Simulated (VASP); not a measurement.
HfB2:

```
Hf B
1.0
     3.14000    0.00000    0.00000
    -1.57000    2.71932    0.00000
     0.00000    0.00000    3.48000
Hf B
1 2
Direct
  0.00000 0.00000 0.00000
  0.66667 0.33333 0.50000
  0.33333 0.66667 0.50000
```

Base run:

| Item | Value |
| --- | --- |
| Program | VASP 6.6.1 |
| Functional | LDA |
| Potentials or basis | VASP PAW LDA potentials, release 64 (Hf_pv, B) |
| Cutoff | 520 eV |
| k mesh | 10 × 10 × 8 |
| Occupations | fermi-dirac, width 0.05 eV |
| Spin | no spin polarisation |
| Hubbard terms | Hf d U = 4 eV |

Its results: band gap on the k mesh none (metal or under the smearing width); pressure 1.8 GPa.

Question: After a change of settings the same cell gave: band gap on the k mesh none (metal or under the smearing width); pressure 7.9 GPa. Which change was it?
A. hubbard terms from Hf d U = 4 eV to Hf d U = 5 eV
B. hubbard terms from Hf d U = 4 eV to Hf d U = 6 eV
C. hubbard terms from Hf d U = 4 eV to none

Answer: B.

Caveats: U without spin polarisation on a metal has little footing; the U is typed as a test and isn't derived for this compound.
